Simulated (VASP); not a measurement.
# Cs (Fm-3m) in VASP: notebook

The runs below take Cs through single point, relaxation of the atoms, with PBEsol, BLYP+D3.

All numbers are computed with VASP 6.6.1; they aren't measurements. Logs are shortened: lines on timing, memory, paths and dates and some standing lists are left out, and cuts for length are marked.

## Step 1: The crystal as given

It takes space group Fm-3m (No. 225, cubic). Conventional cell: a = 7.897 Å, b = 7.897 Å, c = 7.897 Å, α = 90.00°, β = 90.00°, γ = 90.00°.

This isn't the form of Cs at room conditions, which is bcc.

## Step 2: Single point, PBEsol

File INCAR:

```
SYSTEM = Cs
ALGO = Normal
EDIFF = 1E-7
ENCUT = 500
GGA = PS
ISIF = 2
ISMEAR = 0
LASPH = .TRUE.
LCHARG = .FALSE.
LREAL = .FALSE.
LWAVE = .FALSE.
NBANDS = 10
NELM = 60
PREC = Accurate
SIGMA = 0.05
```

File KPOINTS:

```
k-points
0
G
  6 6 6
  0 0 0
```

File POSCAR:

```
Cs
1.0
    0.0000000000      3.9483357400      3.9483357400
    3.9483357400      0.0000000000      3.9483357400
    3.9483357400      3.9483357400      0.0000000000
Cs
1
Direct
    0.0000000000      0.0000000000      0.0000000000
```

Potentials or basis: VASP PAW PBE potentials, release 64 (Cs_sv).

Command:

```
$ cat potpaw_PBE.64/Cs_sv/POTCAR > POTCAR
$ mpirun -np 1 vasp_std > vasp.out
```

OUTCAR:

```text
SYSTEM = Cs
   EDIFF = 1E-7
   ENCUT = 500
   GGA = PS
   ISIF = 2
   ISMEAR = 0
   LASPH = .TRUE.
   LREAL = .FALSE.
   NELM = 60
   PREC = Accurate

 ion  position               nearest neighbor table
   1  0.000  0.000  0.000-

  LATTYP: Found a face centered cubic cell.
 ALAT       =     7.8966714800

  Lattice vectors:

 A1 = (   0.0000000000,   3.9483357400,   3.9483357400)
 A2 = (   3.9483357400,   0.0000000000,   3.9483357400)
 A3 = (   3.9483357400,   3.9483357400,   0.0000000000)

Analysis of symmetry for initial positions (statically):
=====================================================================
 Subroutine PRICEL returns:
 Original cell was already a primitive cell.

 Routine SETGRP: Setting up the symmetry group for a
 face centered cubic supercell.

 Subroutine GETGRP returns: Found 48 space group operations
 (whereof 48 operations were pure point group operations)
 out of a pool of 48 trial point group operations.

The static configuration has the point symmetry O_h .

Analysis of symmetry for dynamics (positions and initial velocities):
=====================================================================
 Subroutine PRICEL returns:
 Original cell was already a primitive cell.

 Routine SETGRP: Setting up the symmetry group for a
 face centered cubic supercell.

 Subroutine GETGRP returns: Found 48 space group operations
 (whereof 48 operations were pure point group operations)
 out of a pool of 48 trial point group operations.

The dynamic configuration has the point symmetry O_h .

 Subroutine INISYM returns: Found 48 space group operations
 (whereof 48 operations are pure point group operations),
 and found     1 'primitive' translations

----------------------------------------------------------------------------------------

                                     Primitive cell

  volume of cell :     123.1040

  direct lattice vectors                    reciprocal lattice vectors
     0.000000000  3.948335740  3.948335740    -0.126635634  0.126635634  0.126635634
     3.948335740  0.000000000  3.948335740     0.126635634 -0.126635634  0.126635634
     3.948335740  3.948335740  0.000000000     0.126635634  0.126635634 -0.126635634

  length of vectors
     5.583789952  5.583789952  5.583789952     0.219339352  0.219339352  0.219339352

  position of ions in fractional coordinates (direct lattice)
     0.000000000  0.000000000  0.000000000

  ion indices of the primitive-cell ions
   primitive index   ion index
                 1           1

----------------------------------------------------------------------------------------

 KPOINTS: k-points

Automatic generation of k-mesh.
 Grid dimensions read from file:
 generate k-points for:    6    6    6

 Generating k-lattice:

  Cartesian coordinates                     Fractional coordinates (reciprocal lattice)
    -0.021105939  0.021105939  0.021105939     0.166666667  0.000000000  0.000000000
     0.021105939 -0.021105939  0.021105939     0.000000000  0.166666667  0.000000000
     0.021105939  0.021105939 -0.021105939     0.000000000  0.000000000  0.166666667

  Length of vectors
     0.036556559  0.036556559  0.036556559

  Shift w.r.t. Gamma in fractional coordinates (k-lattice)
     0.000000000  0.000000000  0.000000000

 Subroutine IBZKPT returns following result:
 ===========================================

 Found     16 irreducible k-points:

 Following reciprocal coordinates:
            Coordinates               Weight
  0.000000  0.000000  0.000000      1.000000
  0.166667  0.000000  0.000000      8.000000
  0.333333  0.000000  0.000000      8.000000
  0.500000  0.000000  0.000000      4.000000
  0.166667  0.166667  0.000000      6.000000
  0.333333  0.166667  0.000000     24.000000
[... 8 lines left out ...]
 -0.333333  0.333333  0.166667     24.000000
 -0.333333  0.500000  0.166667     12.000000
   k-points           NKPTS =     16   k-points in BZ     NKDIM =     16   number of bands    NBANDS=     10
   number of dos      NEDOS =    301   number of ions     NIONS =      1
   total plane-waves  NPLWV =  74088
   dimension x,y,z NGX =    42 NGY =   42 NGZ =   42
   dimension x,y,z NGXF=    84 NGYF=   84 NGZF=   84
   ions per type =               1
   NGX,Y,Z   is equivalent  to a cutoff of  12.50, 12.50, 12.50 a.u.
   NGXF,Y,Z  is equivalent  to a cutoff of  25.01, 25.01, 25.01 a.u.
 SYSTEM =  Cs
   PREC   = accura    normal or accurate (medium, high low for compatibility)
   ISTART =      0    job   : 0-new  1-cont  2-samecut
   ICHARG =      2    charge: 1-file 2-atom 10-const
   ISPIN  =      1    spin polarized calculation?
   LNONCOLLINEAR =      F non collinear calculations
   LSORBIT =      F    spin-orbit coupling
   LASPH  =      T    aspherical Exc in radial PAW
   ENCUT  =  500.0 eV  36.75 Ry    6.06 a.u.  10.18 10.18 10.18*2*pi/ulx,y,z
   NELM   =     60;   NELMIN=  2; NELMDL= -5     # of ELM steps
   EDIFF  = 0.1E-06   stopping-criterion for ELM
   LREAL  =      F    real-space projection
   EDIFFG = 0.1E-05   stopping-criterion for IOM
   NSW    =      0    number of steps for IOM
   IBRION =     -1    ionic relax: 0-MD 1-quasi-New 2-CG
   NFREE  =      0    steps in history (QN), initial steepest desc. (CG)
   ISIF   =      2    stress and relaxation
   ISYM   =      2    0-nonsym 1-usesym 2-fastsym
   POTIM  = 0.5000    time-step for ionic-motion
   TEBEG  =    0.0;   TEEND  =   0.0 temperature during run
   PSTRESS=    0.0 pullay stress
   NELECT =       9.0000    total number of electrons
   NUPDOWN=      -1.0000    fix difference up-down
   EMIN   =  10.00;   EMAX   =-10.00  energy-range for DOS
   EFERMI =   0.00;   METHOD = LEGACY
   ISMEAR =     0;   SIGMA  =   0.05  broadening in eV -4-tet -1-fermi 0-gaus
   EFERMI_NEDOS =   21; number of points for ismear=-14 and -15
   IALGO  =     38    algorithm
   IMIX   =      4    mixing-type and parameters
     AMIX     =   0.40;   BMIX     =  1.00
     AMIX_MAG =   1.60;   BMIX_MAG =  1.00
  volume/ion in A,a.u.               =     123.10       830.75
  Fermi-wavevector in a.u.,A,eV,Ry     =   0.684539  1.293591  6.375605  0.468594
  Thomas-Fermi vector in A             =   1.764221
   LORBIT       =      0    0 simple, 1 ext, 2 COOP (PROOUT), +10 PAW based schemes
   GGA     = PS    functional components
   LHFCALC =     F    Hartree Fock is set to
   AEXX    =    0.0000 exact exchange contribution
   IVDW    =     0    specifies the selected vdW correction
   LEPSILON=     F    determine dielectric tensor
   LRPA    =     F    only Hartree local field effects (RPA)
 non-spin polarized calculation
 Gauss-broadening in eV      SIGMA  =   0.05
  energy-cutoff  :      500.00
  volume of cell :      123.10
 maximum number of plane-waves:      3143
 NGX is ok and might be reduce to    42
   NGX = 21   NGY = 21   NGZ = 21

 number of electron       9.0000001 magnetization

 Free energy of the ion-electron system (eV)
  ---------------------------------------------------
  ext. energy  EPLUGINS =         0.00000000
  ---------------------------------------------------
  free energy    TOTEN  =        -0.92291921 eV

  energy without entropy =       -0.92010923  energy(sigma->0) =       -0.92151422

 E-fermi :   0.1696     XC(G=0):  -5.3030

 val. band max:        0.1445449824   @ k =   0.5000   0.3333   0.1667
 cond. band min:       0.2008635650   @ k =   0.5000   0.0000   0.0000
 fundamental gap:      0.0563185827
 Fermi energy:         0.1696198909

 k-point     1 :       0.0000    0.0000    0.0000
  band No.  band energies     occupation
      1     -23.6721      2.00000
      2     -10.4021      2.00000
      3     -10.4021      2.00000
      4     -10.4021      2.00000
      5      -1.3993      2.00000
      6       2.6331      0.00000
      7       2.6331      0.00000
      8       2.6331      0.00000
      9       3.6627      0.00000
     10       3.6627      0.00000

 k-point     2 :       0.1667    0.0000    0.0000
  band No.  band energies     occupation
      1     -23.6711      2.00000
      2     -10.4295      2.00000
      3     -10.4058      2.00000
      4     -10.4058      2.00000
      5      -1.1330      2.00000
      6       2.1828      0.00000
      7       2.7262      0.00000
      8       2.7262      0.00000
      9       3.5071      0.00000
     10       3.5071      0.00000

 k-point     3 :       0.3333    0.0000    0.0000
  band No.  band energies     occupation
      1     -23.6689      2.00000
      2     -10.4833      2.00000
      3     -10.4133      2.00000
      4     -10.4133      2.00000
      5      -0.4343      2.00000
      6       1.4650      0.00000
      7       2.6184      0.00000
      8       2.6184      0.00000
      9       3.8550      0.00000
     10       3.8550      0.00000

 k-point     4 :       0.5000    0.0000    0.0000
  band No.  band energies     occupation
      1     -23.6678      2.00000
      2     -10.5096      2.00000
      3     -10.4170      2.00000
      4     -10.4170      2.00000
      5       0.2009      0.37686
      6       0.9201      0.00000
      7       2.4994      0.00000
      8       2.4994      0.00000
      9       4.4120      0.00000
     10       4.4458      0.00000
[... 118 lines left out ...]
 k-point    14 :       0.5000    0.3333    0.1667
  band No.  band energies     occupation
      1     -23.6675      2.00000
      2     -10.4823      2.00000
      3     -10.4459      2.00000
      4     -10.4263      2.00000
      5       0.1445      1.52182
      6       1.4841      0.00000
      7       1.7169      0.00000
      8       2.9214      0.00000
      9       3.5451      0.00000
     10       4.3560      0.00000

 k-point    15 :      -0.3333    0.3333    0.1667
  band No.  band energies     occupation
      1     -23.6668      2.00000
      2     -10.4856      2.00000
      3     -10.4589      2.00000
      4     -10.4324      2.00000
      5       0.9172      0.00000
      6       0.9482      0.00000
      7       1.6367      0.00000
      8       2.6467      0.00000
      9       3.6795      0.00000
     10       4.4384      0.00000

 k-point    16 :      -0.3333    0.5000    0.1667
  band No.  band energies     occupation
      1     -23.6664      2.00000
      2     -10.4880      2.00000
      3     -10.4571      2.00000
      4     -10.4423      2.00000
      5       0.8368      0.00000
      6       1.3373      0.00000
      7       1.4596      0.00000
      8       2.5249      0.00000
      9       4.2761      0.00000
     10       4.3869      0.00000

------------------------ aborting loop because EDIFF is reached ----------------------------------------

  FORCE on cell =-STRESS in cart. coord.  units (eV):
  Direction    XX          YY          ZZ          XY          YZ          ZX
  --------------------------------------------------------------------------------------
  -------------------------------------------------------------------------------------
  Total       -0.1411496     -0.1411496     -0.1411496     -0.0000000     -0.0000000     -0.0000000
  in kB       -1.8370379     -1.8370379     -1.8370379     -0.0000000     -0.0000000     -0.0000000
  external PRESSURE =      -1.8370379 kB  Pullay stress =       0.0000000 kB

 VOLUME and BASIS-vectors are now :
 -----------------------------------------------------------------------------
  energy-cutoff  :      500.00
  volume of cell :      123.10
      direct lattice vectors                 reciprocal lattice vectors
     0.000000000  3.948335740  3.948335740    -0.126635634  0.126635634  0.126635634
     3.948335740  0.000000000  3.948335740     0.126635634 -0.126635634  0.126635634
     3.948335740  3.948335740  0.000000000     0.126635634  0.126635634 -0.126635634

 POSITION                                       TOTAL-FORCE (eV/Angst)
 -----------------------------------------------------------------------------------
      0.00000      0.00000      0.00000        -0.000000     -0.000000     -0.000000
 -----------------------------------------------------------------------------------
    total drift:                               -0.000000     -0.000000     -0.000000

  FREE ENERGIE OF THE ION-ELECTRON SYSTEM (eV)
  ---------------------------------------------------
  free  energy   TOTEN  =        -0.9229192074 eV

  energy  without entropy=       -0.9201092321  energy(sigma->0) =       -0.92151422
```

Run time: 24 s. Hardware: 1 thread of AMD EPYC 7R43 (Zen 3), shared host; peak memory 0.2 GiB.

Results:

| Property | Result |
| --- | --- |
| Free energy | -0.9229 eV |
| Pressure | -0.2 GPa |
| Band gap on the k mesh | none (metal or under the smearing width) |

Caveat: the PAW data sets were made with another functional, which shifts forces and pressure a little.

## Step 3: Single point, PBEsol

File run.py:

```python
from ase.calculators.vasp import Vasp
from ase.dft.bandgap import bandgap
from ase.io import read

atoms = read('Cs.cif')
calc = Vasp(
    directory='calc',
    xc='pbesol',
    pp='PBE',
    setups='minimal',
    prec='Accurate',
    encut=500,
    ediff=1e-06,
    ismear=0,
    sigma=0.05,
    lreal=False,
    lasph=True,
    nelm=80,
    algo='Normal',
    isif=2,
    lwave=False,
    lcharg=False,
    kpts=[6, 6, 6],
    gamma=True,
)
atoms.calc = calc

print('energy (eV):', atoms.get_potential_energy())
print('free energy (eV):', atoms.get_potential_energy(force_consistent=True))
print('forces (eV/A):')
print(atoms.get_forces())
print('stress (eV/A^3, Voigt):', atoms.get_stress())
print('Fermi level (eV):', calc.get_fermi_level())
gap, top, bottom = bandgap(calc)
print('band gap (eV):', gap, 'from (spin, k, band)', top, 'to', bottom)
```

File Cs.cif:

```cif
data_Cs
_cell_length_a 5.58378995
_cell_length_b 5.58378995
_cell_length_c 5.58378995
_cell_angle_alpha 60.00000000
_cell_angle_beta 60.00000000
_cell_angle_gamma 60.00000000
_space_group_name_H-M_alt 'P1'
_space_group_name_Hall 'P 1'
_space_group_IT_number 1
loop_
_space_group_symop_operation_xyz
'x,y,z'
loop_
_atom_site_label
_atom_site_type_symbol
_atom_site_symmetry_multiplicity
_atom_site_Wyckoff_symbol
_atom_site_fract_x
_atom_site_fract_y
_atom_site_fract_z
_atom_site_occupancy
Cs1 Cs 1 a 0.0000000000 0.0000000000 0.0000000000 1
```

Potentials or basis: VASP PAW PBE potentials, release 64 (Cs_sv).

Command:

```
$ python run.py
```

It took 27 s on 1 thread of AMD EPYC 7R43 (Zen 3), shared host; peak memory 0.2 GiB.

It converged, with:

```yaml
Free_energy: -0.9229 eV
Pressure: -0.2 GPa
Band_gap_on_the_k_mesh: none (metal or under the smearing width)
```

Levels at points of the mesh, in eV from the Fermi level:
```
           k point  band 3  band 4  band 5  band 6  band 7  band 8
(0.00, 0.00, 0.00)  -10.57  -10.57   -1.57    2.46    2.46    2.46
(0.50, 0.00, 0.00)  -10.59  -10.59    0.03    0.75    2.33    2.33
(0.50, 0.50, 0.00)  -10.61  -10.61    0.36    1.13    1.37    3.86
```

Caveat: the PAW data sets were made with another functional, which shifts forces and pressure a little. The run has no spin-orbit coupling, so splittings on Cs are missing.

[end of part 1 of 2]
